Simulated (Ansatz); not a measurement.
# F started on a Li site in rocksalt LiF, 64 atoms, charge 0

The calculation used DFT, PBEsol, PAW, plane waves in Ansatz.

Command:

```sh
ansatz run in.yaml --threads 7 --pin off --max-ram 13300MiB --runs-dir r --events-out ev --progress --plain
```

The input less its lattice and atoms:

```yaml
crystal:
  symmetry: { detect: false }
kpoints:
  mp_grid: { grid: [1, 1, 1], shift: [0.25, 0.25, 0.25] }
hamiltonian:
  xc: pbesol
scf:
  occupations: { method: fermi_dirac, width: 0.01 }
relax:
  f_tol: 0.03
  max_steps: 80
  escape_saddle: false
  adjacent_minimum: "off"
output:
  forces: true
  eigenvalues: true
  populations: true
```

Start:

```xyz
64
Lattice="8.0152 0.0000 0.0000 0.0000 8.0152 0.0000 0.0000 0.0000 8.0152" Properties=species:S:1:pos:R:3 pbc="T T T"
F     1.9759    8.0112    0.0068
F     2.0266    0.0139    4.0367
F     2.0298    4.0241    0.0059
F     1.9971    4.0130    4.0074
F     6.0033    7.9893    7.9997
F     6.0527    8.0079    4.0207
F     5.9935    3.9981    7.9709
F     5.9923    4.0216    4.0279
F     7.9957    2.0206    7.9909
F     0.0133    2.0153    4.0094
F     7.9968    6.0241    0.0047
F     0.0094    6.0687    4.0303
F     4.0171    2.0128    0.0068
F     4.0084    2.0474    3.9697
F     4.0162    6.0336    0.0029
F     3.9955    6.0369    4.0176
F     8.0149    0.0195    2.0140
F     8.0024    8.0145    6.0064
F     0.0225    4.0350    1.9989
F     8.0009    4.0213    6.0199
F     4.0442    0.0065    2.0061
F     3.9926    0.0072    6.0502
F     3.9862    4.0139    1.9904
F     4.0349    3.9964    6.0083
F     4.0025    3.9866    3.9979
F     2.0168    2.0045    2.0031
F     1.9951    1.9910    6.0404
F     1.9811    6.0065    2.0150
F     1.9915    5.9582    6.0035
F     6.0204    2.0184    1.9826
F     6.0363    2.0115    5.9683
F     6.0228    6.0039    2.0311
F     6.0138    5.9899    5.9964
Li    8.0151    0.0268    0.0034
Li    0.0433    7.9761    4.0300
Li    7.9926    4.0293    8.0131
Li    8.0095    4.0117    4.0138
Li    4.0205    7.9778    7.9891
Li    3.9687    0.0371    4.0530
Li    3.9688    4.0460    0.0196
Li    1.9663    1.9681    8.0043
Li    2.0250    2.0169    3.9930
Li    2.0059    6.0214    0.0401
Li    2.0077    6.0019    4.0058
Li    6.0082    1.9942    7.9857
Li    6.0180    2.0089    4.0084
Li    5.9832    6.0233    0.0065
Li    6.0208    6.0020    4.0088
Li    1.9941    0.0354    1.9689
Li    1.9991    0.0178    5.9910
Li    2.0180    4.0042    2.0094
Li    1.9990    4.0046    5.9936
Li    5.9822    8.0006    1.9890
Li    6.0070    7.9911    6.0243
Li    6.0122    4.0031    1.9800
Li    6.0135    3.9822    6.0080
Li    0.0173    2.0152    1.9836
Li    0.0108    2.0080    6.0496
Li    0.0063    6.0311    1.9789
Li    0.0234    6.0093    6.0181
Li    3.9836    2.0215    2.0165
Li    3.9841    2.0239    6.0181
Li    4.0050    6.0004    1.9957
Li    3.9485    6.0195    6.0745
```

Steps:

```
 step  energy less the first (eV)  largest force component (eV/Å)
start                       0.000                           2.251
    1                      -0.803                           0.995
    2                      -1.117                           0.037
    3                      -1.118                           0.037
    4                      -1.121                           0.007
```

A structure on the way, about -0.80 eV from the start:

```
F Li
1.0
     8.01519    0.00000    0.00000
     0.00000    8.01519    0.00000
     0.00000    0.00000    8.01519
F Li
33 31
Direct
  0.24767 0.99996 0.00089
  0.25126 0.00177 0.50312
  0.25287 0.50222 0.00021
  0.23895 0.50031 0.49976
  0.74969 0.99847 0.99847
  0.75147 0.99984 0.50154
  0.74864 0.50038 0.99747
  0.75922 0.50152 0.50290
  0.99902 0.25082 0.99797
  0.00135 0.25145 0.50025
  0.99868 0.75050 0.00059
  0.00116 0.75497 0.50203
  0.50137 0.25054 0.00056
  0.49941 0.24214 0.49632
  0.50092 0.75250 0.99950
  0.49813 0.76123 0.50019
  0.00015 0.00120 0.25008
  0.00009 0.00021 0.74984
  0.00145 0.50155 0.24940
  0.99914 0.50147 0.75073
  0.50291 0.00045 0.24939
  0.49882 0.00101 0.75295
  0.49726 0.50092 0.23777
  0.50242 0.49862 0.76089
  0.49993 0.49798 0.49970
  0.25055 0.24945 0.24909
  0.24920 0.25013 0.75256
  0.24789 0.75006 0.25015
  0.24965 0.74662 0.74924
  0.75091 0.25203 0.24955
  0.75213 0.25145 0.74783
  0.75107 0.74934 0.25195
  0.75079 0.74961 0.74883
  0.00038 0.00158 0.00000
  0.00211 0.99522 0.50216
  0.99777 0.50196 0.99959
  0.99952 0.49965 0.50062
  0.50223 0.99667 0.99637
  0.49452 0.00124 0.50377
  0.49585 0.50334 0.00122
  0.24729 0.24684 0.99803
  0.25116 0.25181 0.49771
  0.24983 0.75119 0.00392
  0.25076 0.74840 0.49915
  0.74968 0.25045 0.99903
  0.75086 0.25044 0.50216
  0.74787 0.75231 0.99991
  0.75020 0.74934 0.50030
  0.24853 0.00356 0.24626
  0.24983 0.00359 0.74763
  0.25111 0.49975 0.25044
  0.24986 0.50169 0.74757
  0.74621 0.99898 0.24920
  0.75085 0.99821 0.75092
  0.74915 0.49949 0.24903
  0.74990 0.49877 0.75100
  0.00079 0.25003 0.24890
  0.00070 0.25057 0.75391
  0.00067 0.75110 0.24714
  0.00277 0.74994 0.75058
  0.49739 0.25200 0.25102
  0.49767 0.25306 0.75161
  0.49986 0.74855 0.24960
  0.49487 0.75033 0.75494
```

End:

```xyz
64
Lattice="8.0152 0.0000 0.0000 0.0000 8.0152 0.0000 0.0000 0.0000 8.0152" Properties=species:S:1:pos:R:3 pbc="T T T"
F     1.9966    0.0042    0.0005
F     1.9851    0.0053    4.0083
F     1.9834    4.0115    0.0017
F     1.8283    4.0130    4.0100
F     6.0141    0.0037    0.0007
F     6.0261    0.0025    4.0087
F     6.0278    4.0112    8.0145
F     6.1835    4.0087    4.0065
F     8.0133    2.0025    0.0006
F     8.0141    1.9907    4.0082
F     8.0131    6.0205    0.0004
F     8.0118    6.0320    4.0083
F     4.0058    1.9895    0.0017
F     4.0081    1.8342    4.0107
F     4.0056    6.0335    8.0147
F     4.0033    6.1891    4.0062
F     8.0132    0.0040    2.0001
F     8.0131    0.0039    6.0165
F     8.0141    4.0114    1.9878
F     8.0118    4.0112    6.0284
F     4.0054    0.0056    1.9881
F     4.0059    0.0028    6.0284
F     4.0077    4.0131    1.8279
F     4.0036    4.0094    6.1890
F     4.0062    4.0117    4.0087
F     2.0107    2.0166    2.0141
F     2.0106    2.0161    6.0033
F     2.0099    6.0075    2.0130
F     2.0096    6.0068    6.0030
F     6.0012    2.0161    2.0138
F     6.0007    2.0156    6.0030
F     6.0006    6.0067    2.0130
F     6.0000    6.0057    6.0023
Li    8.0132    0.0040    0.0010
Li    8.0134    0.0040    4.0082
Li    8.0135    4.0116    0.0005
Li    8.0133    4.0113    4.0078
Li    4.0052    0.0042    8.0152
Li    4.0055    0.0038    4.0090
Li    4.0053    4.0114    0.0008
Li    2.0038    2.0094    0.0016
Li    2.0118    2.0175    4.0084
Li    2.0031    6.0140    0.0012
Li    2.0091    6.0087    4.0075
Li    6.0078    2.0092    0.0008
Li    6.0034    2.0144    4.0092
Li    6.0076    6.0134    0.0003
Li    5.9997    6.0055    4.0083
Li    2.0034    0.0048    2.0053
Li    2.0029    0.0040    6.0114
Li    2.0123    4.0117    2.0140
Li    2.0104    4.0118    6.0046
Li    6.0080    0.0038    2.0054
Li    6.0082    0.0029    6.0111
Li    6.0012    4.0107    2.0117
Li    5.9993    4.0108    6.0025
Li    8.0138    2.0090    2.0053
Li    8.0138    2.0088    6.0114
Li    8.0131    6.0141    2.0051
Li    8.0130    6.0135    6.0109
Li    4.0063    2.0184    2.0148
Li    4.0054    2.0164    6.0048
Li    4.0058    6.0071    2.0111
Li    4.0048    6.0048    6.0023
```

Self-consistency was reached.

Time: 34 s of wall time on 7 threads of a Neoverse-V2 processor, on a host shared with other runs; peak host memory 1.1 GiB.

Task: How much energy did the relaxation gain, and which atom moved most?

Result: 1.12 eV in 4 steps, from a start with small random displacements; atom 14 (F) moved 0.22 Å, the median atom 0.03 Å (drift of the whole cell removed).

The run had no spin, and a state with a moment may lie lower. The one k point has no symmetry partners, which can distort the end along one axis.
